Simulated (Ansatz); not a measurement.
# Zn (Im-3m) in Ansatz: further runs

Aim: see how the results for Zn move with the level of theory and the settings. Levels: PBEsol, PBEsol+D3(BJ). Tasks: relaxation of cell and atoms.

Everything below comes from runs of Ansatz 0.2.0. Logs are shortened: lines on timing, memory, paths and dates and some standing lists are left out, and cuts for length are marked.

### 1 Starting point

It takes space group Im-3m (No. 229, cubic). Conventional cell: a = 3.138 Å, b = 3.138 Å, c = 3.138 Å, α = 90.00°, β = 90.00°, γ = 90.00°. Zn (site symmetry m-3m) is surrounded by 8 Zn at 2.72 Å.

This isn't the form of Zn at room conditions, which is hcp.

### 2 Relaxation of cell and atoms, PBEsol

input.yaml reads:

```yaml
crystal:
  lattice:
    - [-1.569037, 1.569037, 1.569037]
    - [1.569037, -1.569037, 1.569037]
    - [1.569037, 1.569037, -1.569037]
  atoms:
    - { symbol: Zn, position: [0.0, 0.0, 0.0] }
hamiltonian:
  xc: pbesol
  pseudopotentials: { kind: paw }
kpoints:
  mp_grid: { grid: [12, 12, 12] }
scf:
  occupations: { method: fermi_dirac, width: 0.05 }
output:
  forces: true
  stress: true
  eigenvalues: true
  write_density: true
  write_potential: true
  elf: true
  volumetric_format: npy
relax:
  f_tol: 0.01
  max_steps: 40
  cell: { stress_tol: 0.05 }
```

Potentials or basis: Ansatz PAW.

The run is started by

```bash
$ ansatz run input.yaml --threads 2 --pin off --max-ram 5632MiB --backend cpu --events-out ev --progress --plain --runs-dir out
```

The program printed:

```text
Warning: RAYON_NUM_THREADS=2 ignored (pool sized by the plan → 2); use --threads N
Engine: ansatz 0.2.0, aarch64-unknown-linux-gnu
Pseudopotentials: kind: paw
Pseudopotential: Zn, paw, valence charge 12, recommended cutoff 420 eV (normal), Zn.paw.azcp
Functional definition: PBEsol
  exchange = pbesol_x
  correlation = pbesol_c
Crystal: 1 atoms, lattice volume = 15.451 Å³
Basis set: ecut = 420 eV, 321 PW (Γ), exchange–correlation on 40×40×40 points (8 copies of the dense FFT grid, shifted against one another)
Bands: 10, of which v1, the nominal top of the filled ones, is band 6 counted from 1 (5 counted from 0)
Symmetry: 48 space group operations
Space group: Im-3m (ITA 229), of the structure as read, at distance tolerance 2.5e-5 Å
k-points: 72 of 1728
Non-local potential: Zn, projectors of the file, l = 0: 2, l = 1: 2, l = 2: 3, l = 3: 1
PAW form: soft (Blöchl's): semilocal exchange-correlation on the pseudo side does not see the compensation charge
PAW frozen core: Zn, regenerated for the run's functional, and the local potential with it (the file was generated under x = pbe(κ = 0.804, μ = 0.2195149727645171), c = pbe(β = 0.06672455060314922))
PAW one-centre angular grid: Zn, 590 points (default); XC on 64 Gauss nodes
Initial density: superposition of atomic densities (neutral atoms: chi_scale 0, normalization atom), corrected by the library's trained network
Initial wavefunctions: pseudopotential atomic-orbital guess
Functional: x = pbesol(κ = 0.804, μ = 0.12345679012345678), c = pbesol(β = 0.046)
SCF iter   1: F=—  HF=-3280.786573 eV  |F-HF|=—  |Δ(HF+E_count)|=         —  Δρ=2.10e-3  dr2=3.00e-4  ethr=1.77e-3  ⟨swp⟩=5.1  Hψ=4680  notcnv=0
preconditioner: auto → none  [metal: Δε(μ)=0.096 eV  Ē_g=17.071 eV  σ=0.050 eV  W_gap=0.44  n_scr=0 (ndim 8)  ℏωp=32.7 eV  f_vac=0.000  D(μ)=0.47/eV (n_scr^D=0)]
SCF iter   2: F=—  HF=-3280.786153 eV  |F-HF|=—  |Δ(HF+E_count)|=   4.20e-4  Δρ=3.43e-4  dr2=1.00e-5  ethr=2.50e-6  ⟨swp⟩=2.0  Hψ=1835  notcnv=0  defer=3
SCF iter   3: F=—  HF=-3280.786149 eV  |F-HF|=—  |Δ(HF+E_count)|=   3.79e-6  Δρ=4.20e-4  dr2=1.04e-5  ethr=8.36e-8  ⟨swp⟩=2.0  Hψ=1159  notcnv=0  defer=3
SCF iter   4: F=—  HF=-3280.786168 eV  |F-HF|=—  |Δ(HF+E_count)|=   1.90e-5  Δρ=7.09e-4  dr2=4.46e-5  ethr=8.36e-8  ⟨swp⟩=2.0  Hψ=1158  notcnv=0  defer=3  recentre
SCF iter   5: F=—  HF=-3280.786152 eV  |F-HF|=—  |Δ(HF+E_count)|=   1.59e-5  Δρ=1.57e-4  dr2=1.18e-6  ethr=8.36e-8  ⟨swp⟩=2.0  Hψ=1145  notcnv=0  defer=3
SCF iter   6: F=—  HF=-3280.786154 eV  |F-HF|=—  |Δ(HF+E_count)|=   1.36e-6  Δρ=3.41e-5  dr2=4.80e-8  ethr=8.33e-10  ⟨swp⟩=5.6  Hψ=4076  notcnv=0
SCF iter   7: F=-3280.786154 eV  HF=-3280.786154 eV  |F-HF|=6.24e-9  |Δ(HF+E_count)|=   1.53e-7  Δρ=1.03e-5  dr2=9.70e-9  ethr=4.00e-10  ⟨swp⟩=6.6  Hψ=3387  notcnv=0
SCF 1 converged in 7 iterations: F = -3280.786154 eV  dr2 = 9.70e-9
relax step   1: F+E_penalty+E_count = -3280.78615392 eV  Δ(F+E_penalty+E_count) = +0.000e0 eV  max|allowed force component| = 0.000e0 eV/Å  Δτ_max = 0.0000 Å  P = -5.183 GPa  Ω = 15.451 Å³  (7 SCF iters, dr2 threshold 1.00e-7 eV, accepted)
Crystal: 1 atoms, lattice volume = 14.618 Å³
Initial density: handed on by an earlier stage of this run
Initial wavefunctions: those handed on with the density
iter 1 solved again at ethr=3.17e-5 eV; its pass at ethr=3.10e-3 eV (dr2=3.80e-3 eV) is discarded
SCF iter   1: F=—  HF=-3280.806832 eV  |F-HF|=—  |Δ(HF+E_count)|=         —  Δρ=6.07e-3  dr2=3.89e-3  ethr=3.17e-5  ⟨swp⟩=1.2  Hψ=6853  notcnv=0
preconditioner: auto → none  [metal: Δε(μ)=0.020 eV  Ē_g=17.518 eV  σ=0.050 eV  W_gap=0.10  n_scr=0 (ndim 8)  ℏωp=33.6 eV  f_vac=0.000  D(μ)=0.54/eV (n_scr^D=0)]
SCF iter   2: F=—  HF=-3280.805962 eV  |F-HF|=—  |Δ(HF+E_count)|=   8.70e-4  Δρ=2.78e-3  dr2=4.50e-4  ethr=3.17e-5  ⟨swp⟩=2.0  Hψ=1421  notcnv=0
SCF iter   3: F=—  HF=-3280.805538 eV  |F-HF|=—  |Δ(HF+E_count)|=   4.23e-4  Δρ=7.04e-4  dr2=7.32e-5  ethr=3.75e-6  ⟨swp⟩=2.0  Hψ=1333  notcnv=0
SCF iter   4: F=—  HF=-3280.805508 eV  |F-HF|=—  |Δ(HF+E_count)|=   3.01e-5  Δρ=1.12e-4  dr2=8.82e-7  ethr=6.10e-7  ⟨swp⟩=2.2  Hψ=1193  notcnv=0
SCF iter   5: F=-3280.805509 eV  HF=-3280.805509 eV  |F-HF|=3.18e-8  |Δ(HF+E_count)|=   7.83e-7  Δρ=9.46e-6  dr2=8.40e-9  ethr=8.33e-10  ⟨swp⟩=9.3  Hψ=5413  notcnv=0
SCF 2 converged in 5 iterations: F = -3280.805509 eV  dr2 = 8.40e-9
relax step   2: F+E_penalty+E_count = -3280.80550885 eV  Δ(F+E_penalty+E_count) = -1.935e-2 eV  max|allowed force component| = 0.000e0 eV/Å  Δτ_max = 0.0000 Å  P = -1.890 GPa  Ω = 14.618 Å³  energy of the carried Pulay correction = +4.511e-4 eV  (5 SCF iters, dr2 threshold 1.00e-7 eV, accepted)
Crystal: 1 atoms, lattice volume = 14.179 Å³
Basis set: ecut = 420 eV, 249 PW (Γ), exchange–correlation on 40×40×40 points (8 copies of the dense FFT grid, shifted against one another)
iter 1 solved again at ethr=1.03e-5 eV; its pass at ethr=3.10e-3 eV (dr2=1.23e-3 eV) is discarded
SCF iter   1: F=—  HF=-3280.808258 eV  |F-HF|=—  |Δ(HF+E_count)|=         —  Δρ=3.57e-3  dr2=1.28e-3  ethr=1.03e-5  ⟨swp⟩=1.9  Hψ=6770  notcnv=0
preconditioner: auto → none  [metal: Δε(μ)=0.117 eV  Ē_g=17.825 eV  σ=0.050 eV  W_gap=0.42  n_scr=0 (ndim 8)  ℏωp=34.2 eV  f_vac=0.000  D(μ)=0.47/eV (n_scr^D=0)]
SCF iter   2: F=—  HF=-3280.807967 eV  |F-HF|=—  |Δ(HF+E_count)|=   2.91e-4  Δρ=1.54e-3  dr2=1.33e-4  ethr=1.03e-5  ⟨swp⟩=2.0  Hψ=1421  notcnv=0
SCF iter   3: F=—  HF=-3280.807833 eV  |F-HF|=—  |Δ(HF+E_count)|=   1.34e-4  Δρ=4.21e-4  dr2=2.45e-5  ethr=1.11e-6  ⟨swp⟩=2.0  Hψ=1147  notcnv=0
SCF iter   4: F=—  HF=-3280.807822 eV  |F-HF|=—  |Δ(HF+E_count)|=   1.09e-5  Δρ=6.30e-5  dr2=2.82e-7  ethr=2.04e-7  ⟨swp⟩=2.2  Hψ=1107  notcnv=0
SCF iter   5: F=-3280.807822 eV  HF=-3280.807822 eV  |F-HF|=1.14e-8  |Δ(HF+E_count)|=   3.07e-7  Δρ=7.15e-6  dr2=7.11e-9  ethr=8.33e-10  ⟨swp⟩=8.7  Hψ=5178  notcnv=0
SCF 3 converged in 5 iterations: F = -3280.807822 eV  dr2 = 7.11e-9
relax step   3: F+E_penalty+E_count = -3280.80782217 eV  Δ(F+E_penalty+E_count) = -2.313e-3 eV  max|allowed force component| = 0.000e0 eV/Å  Δτ_max = 0.0000 Å  P = +0.479 GPa  Ω = 14.179 Å³  energy of the carried Pulay correction = +6.988e-4 eV  (5 SCF iters, dr2 threshold 1.00e-7 eV, accepted)
Crystal: 1 atoms, lattice volume = 14.266 Å³
iter 1 solved again at ethr=3.84e-7 eV; its pass at ethr=3.10e-3 eV (dr2=4.61e-5 eV) is discarded
SCF iter   1: F=—  HF=-3280.807910 eV  |F-HF|=—  |Δ(HF+E_count)|=         —  Δρ=7.22e-4  dr2=5.16e-5  ethr=3.84e-7  ⟨swp⟩=2.2  Hψ=6476  notcnv=0
preconditioner: auto → none  [metal: Δε(μ)=0.009 eV  Ē_g=17.840 eV  σ=0.050 eV  W_gap=0.05  n_scr=0 (ndim 8)  ℏωp=34.1 eV  f_vac=0.000  D(μ)=0.49/eV (n_scr^D=0)]
SCF iter   2: F=—  HF=-3280.807897 eV  |F-HF|=—  |Δ(HF+E_count)|=   1.23e-5  Δρ=3.12e-4  dr2=5.65e-6  ethr=3.84e-7  ⟨swp⟩=2.0  Hψ=1139  notcnv=0
SCF iter   3: F=—  HF=-3280.807892 eV  |F-HF|=—  |Δ(HF+E_count)|=   5.60e-6  Δρ=8.17e-5  dr2=9.16e-7  ethr=4.71e-8  ⟨swp⟩=2.0  Hψ=1146  notcnv=0
SCF iter   4: F=-3280.807891 eV  HF=-3280.807891 eV  |F-HF|=8.23e-9  |Δ(HF+E_count)|=   4.11e-7  Δρ=1.12e-5  dr2=8.50e-9  ethr=8.33e-10  ⟨swp⟩=5.8  Hψ=4068  notcnv=0
SCF 4 converged in 4 iterations: F = -3280.807891 eV  dr2 = 8.50e-9
relax step   4: F+E_penalty+E_count = -3280.80789126 eV  Δ(F+E_penalty+E_count) = -6.909e-5 eV  max|allowed force component| = 0.000e0 eV/Å  Δτ_max = 0.0000 Å  P = -0.036 GPa  Ω = 14.266 Å³  energy of the carried Pulay correction = +6.493e-4 eV  (4 SCF iters, dr2 threshold 1.00e-7 eV, accepted)
Basis set: ecut = 420 eV, 321 PW (Γ), exchange–correlation on 36×36×36 points (8 copies of the dense FFT grid, shifted against one another)
Initial wavefunctions: pseudopotential atomic-orbital guess (no wavefunctions were taken with the density)
iter 1 solved again at ethr=2.50e-8 eV; its pass at ethr=3.10e-3 eV (dr2=3.00e-6 eV) is discarded
SCF iter   1: F=—  HF=-3280.807218 eV  |F-HF|=—  |Δ(HF+E_count)|=         —  Δρ=1.43e-4  dr2=8.46e-7  ethr=2.50e-8  ⟨swp⟩=3.1  Hψ=6949  notcnv=0
preconditioner: auto → none  [metal: Δε(μ)=0.009 eV  Ē_g=17.832 eV  σ=0.050 eV  W_gap=0.05  n_scr=0 (ndim 8)  ℏωp=34.1 eV  f_vac=0.000  D(μ)=0.49/eV (n_scr^D=0)]
SCF iter   2: F=—  HF=-3280.807215 eV  |F-HF|=—  |Δ(HF+E_count)|=   3.16e-6  Δρ=2.19e-4  dr2=3.15e-6  ethr=7.05e-9  ⟨swp⟩=2.1  Hψ=1165  notcnv=0
SCF iter   3: F=—  HF=-3280.807215 eV  |F-HF|=—  |Δ(HF+E_count)|=   8.18e-8  Δρ=5.24e-5  dr2=2.48e-7  ethr=7.05e-9  ⟨swp⟩=2.0  Hψ=1155  notcnv=0
SCF iter   4: F=—  HF=-3280.807214 eV  |F-HF|=—  |Δ(HF+E_count)|=   3.01e-7  Δρ=6.08e-6  dr2=1.87e-9  ethr=2.07e-9  ⟨swp⟩=2.0  Hψ=1153  notcnv=0
SCF iter   5: F=—  HF=-3280.807214 eV  |F-HF|=—  |Δ(HF+E_count)|=   1.24e-9  Δρ=2.21e-7  dr2=5.72e-12  ethr=1.00e-12  ⟨swp⟩=4.7  Hψ=3422  notcnv=0
SCF iter   6: F=-3280.807214 eV  HF=-3280.807214 eV  |F-HF|=0.00e0  |Δ(HF+E_count)|=  4.09e-12  Δρ=8.52e-9  dr2=3.79e-15  ethr=1.00e-12  ⟨swp⟩=4.9  Hψ=2581  notcnv=0
SCF 5 converged in 6 iterations: F = -3280.807214 eV  dr2 = 3.79e-15
relax step   5: F+E_penalty+E_count = -3280.80721448 eV  Δ(F+E_penalty+E_count) = +6.768e-4 eV  max|allowed force component| = 0.000e0 eV/Å  Δτ_max = 0.0000 Å  P = -0.035 GPa  Ω = 14.266 Å³  stress off target by 3.51e-2 GPa  SCF on the basis re-selected at this cell (its energy is not comparable with the rows above)  (6 SCF iters)
basis re-selected at this cell: Δ(F+E_penalty+E_count) = +6.768e-4 eV, ΔP = +0.001 GPa vs the last step (what re-selecting the basis moved, of the pressure what is left beyond the Pulay correction that the steps carried, after the strain that the cell walked since its last selection, with what the two solves' SCF thresholds leave and, on support functions, any second-order correction that the steps lacked; it is no measure of the basis error at this ecutwfc). The dense FFT grid was sized anew with the basis: this SCF ran on 18×18×18 points, the steps before it on 20×20×20, so part of this shift can come from that change (see relax.cell in the input reference). This SCF's stress stands 3.51e-2 GPa from its target on what of the cell is left free (relax.cell.stress_tol is 5.00e-2 GPa) and its largest allowed force component is 0.00e0 eV/Å (relax.f_tol is 1.00e-2 eV/Å): within both
SCF converged after 6 iterations
Free energy (F): -3280.807214 eV
Harris-Foulkes:  -3280.807214 eV  (|F-HF|=0.00e0)
Internal energy: -3280.803651 eV  (E = F + TS)
E sigma→0 (E₀):  -3280.805433 eV
Entropy (-TS):   -0.003563 eV (-3.563 meV/atom)
Fermi energy:    11.989860 eV
--- Per-component energies (eV) ---
  E_band       = 57.304347
  E_kinetic    = 131.711810
  E_local      = -1490.268040  (includes V_loc(G=0)·N_el)
  E_nonlocal   = 611.770768
  E_hartree    = 624.226125
  E_xc         = -136.631425
  E_vxc        = -53.705761  (∫ρ·V_xc dr)
  E_paw        = -1787.642510  (= ΣΔE_a)
  E_vpaw       = -390.656308  (= ΣTr[D̂ρ^β])
  E_aug_tail   = -0.000375  (compensation charges beyond the density's cutoff)
  E_ewald      = -1234.767360
  E_core_change = 0.797355  (= ΣΔE_core)
  E_smearing   = -0.003563  (= −TS)
  E_closure    = 0.000000  (closes the sum)
  Σ components = -3280.807214   (vs F -3280.807214, Δ=0.00e0)
--- Forces (eV/Å), atoms counted from 1 ---
  atom   1  Zn    -0.00000000     0.00000000     0.00000000
  max |Σ_I F_I| component: 1.15e-31 eV/Å
--- Stress (GPa, compression-positive) ---
       -0.035110       0.000000      -0.000000
       -0.000000      -0.035110       0.000000
       -0.000000       0.000000      -0.035110
  P = ⅓ Tr σ = -0.0351 GPa (-0.351 kbar)
--- Band table (eV; the first three rows and the last of 72) ---
  k-point 0: bands = ["0.9451", "4.0128", "4.0128", "4.0128", "4.5922", "4.5922", "32.2166", "32.2166", "32.2166", "32.9464"]
  k-point 1: bands = ["1.1760", "3.9889", "4.0176", "4.0716", "4.5700", "4.5937", "28.9472", "30.5869", "30.9463", "31.7435"]
  k-point 2: bands = ["1.8415", "3.9236", "4.0421", "4.2359", "4.5274", "4.5987", "24.5528", "28.3967", "28.9638", "30.2872"]
  k-point 71: bands = ["3.3545", "3.3545", "4.8850", "4.8850", "4.8850", "16.2261", "16.2261", "16.2261", "20.3552", "20.7844"]
--- Relaxed structure (4 steps of the walk, 4 accepted, 1 SCFs on fresh bases) ---
  F+E_penalty+E_count = -3280.80721448 eV   max|allowed force component| = 0.000e0 eV/Å   (the final SCF, on the basis selected at the relaxed cell)
  cell:  # Å, volume = 14.2658 Å³
    - [-1.527844219756996, 1.527844219756996, 1.527844219756996]
    - [1.527844219756996, -1.527844219756996, 1.527844219756996]
    - [1.527844219756996, 1.527844219756996, -1.527844219756996]
  atoms:
    - { symbol: Zn, position: [0.0, 0.0, 0.0] }
```

Run time: 2.4 s. Hardware: 2 threads of Arm Neoverse V2, shared host; peak memory 0.27 GiB.

Results:

```yaml
Free_energy: -3280.8072 eV
Relaxed_volume: 14.27 Å³/atom
Relaxed_cell: a = 2.646 Å, b = 2.646 Å, c = 2.646 Å, α = 109.47°, β = 109.47°, γ = 109.47°
Space_group_after_relaxing_to_0.05_Å: Im-3m (No. 229)
Energy_gained_by_relaxing: 21.1 meV/atom
Ionic_steps: 5
Pressure_after_relaxing: 0.0 GPa
Band_gap_on_the_k_mesh: none (metal or under the smearing width)
```

Step by step:
```csv
step,energy change (eV),largest force (eV/Å),volume (Å³)
1,0.0000,0.0000,15.45
2,-0.0194,0.0000,14.62
3,-0.0217,0.0000,14.18
4,-0.0217,0.0000,14.27
5,-0.0211,0.0000,14.27
```

Final structure:
```xyz
1
Lattice="-1.5278 1.5278 1.5278 1.5278 -1.5278 1.5278 1.5278 1.5278 -1.5278" Properties=species:S:1:pos:R:3 pbc="T T T"
Zn    0.0000    0.0000    0.0000
```

Caveat: the plane-wave basis is chosen anew once the cell has moved, so the energies of steps on either side of that aren't comparable; the PAW data sets come from PBE, with cores solved anew for the run's functional, which leaves a small shift of forces and pressure.

### 3 Relaxation of cell and atoms, PBEsol+D3(BJ)

Changes to input.yaml since step 2:

```diff
@@ -10,2 +10,3 @@
   pseudopotentials: { kind: paw }
+  dispersion: d3bj
 kpoints:
@@ -18,6 +19,2 @@
   eigenvalues: true
-  write_density: true
-  write_potential: true
-  elf: true
-  volumetric_format: npy
 relax:
```

Potentials or basis: Ansatz PAW.

The run is started by

```bash
$ ansatz run input.yaml --threads 2 --pin off --max-ram 5632MiB --backend cpu --events-out ev --progress --plain --runs-dir out
```

Run time: 2.4 s. Hardware: 2 threads of Arm Neoverse V2, shared host; peak memory 0.27 GiB.

The run converged. Its results:

```yaml
Free_energy: -3281.2010 eV
Relaxed_volume: 13.56 Å³/atom
Relaxed_cell: a = 2.602 Å, b = 2.602 Å, c = 2.602 Å, α = 109.47°, β = 109.47°, γ = 109.47°
Space_group_after_relaxing_to_0.05_Å: Im-3m (No. 229)
Energy_gained_by_relaxing: 61.3 meV/atom
Ionic_steps: 5
Pressure_after_relaxing: 0.0 GPa
Band_gap_on_the_k_mesh: none (metal or under the smearing width)
```

The path:
| step | energy change (eV) | largest force (eV/Å) | volume (Å³) |
| --- | --- | --- | --- |
| 1 | 0.0000 | 0.0000 | 15.45 |
| 2 | -0.0574 | 0.0000 | 14.03 |
| 3 | -0.0616 | 0.0000 | 13.38 |
| 4 | -0.0624 | 0.0000 | 13.56 |
| 5 | -0.0613 | 0.0000 | 13.56 |

Final structure:
```cif
data_structure
_symmetry_space_group_name_H-M 'P 1'
_symmetry_Int_Tables_number 1
_cell_length_a 2.6022
_cell_length_b 2.6022
_cell_length_c 2.6022
_cell_angle_alpha 109.471
_cell_angle_beta 109.471
_cell_angle_gamma 109.471
_cell_volume 13.56
loop_
_atom_site_label
_atom_site_type_symbol
_atom_site_fract_x
_atom_site_fract_y
_atom_site_fract_z
_atom_site_occupancy
Zn1 Zn 0.00000 0.00000 0.00000 1
```

Levels at points of the mesh, in eV from the Fermi level:
```csv
k point,band 2,band 3,band 4,band 5,band 6,band 7,band 8,band 9,band 10
"(0.00, 0.00, 0.00)",-8.22,-8.22,-8.22,-7.59,-7.59,21.05,21.05,21.05,21.28
"(0.00, 0.00, -0.50)",-8.61,-7.62,-7.54,-7.16,-3.33,-0.85,12.19,13.29,16.11
"(-0.50, -0.50, -0.50)",-8.95,-7.26,-7.26,-7.26,4.25,4.25,4.25,8.92,8.92
```

Caveat: the plane-wave basis is chosen anew once the cell has moved, so the energies of steps on either side of that aren't comparable; pairwise dispersion overbinds metals, which lowers pressure and volume; the PAW data sets come from PBE, with cores solved anew for the run's functional, which leaves a small shift of forces and pressure.
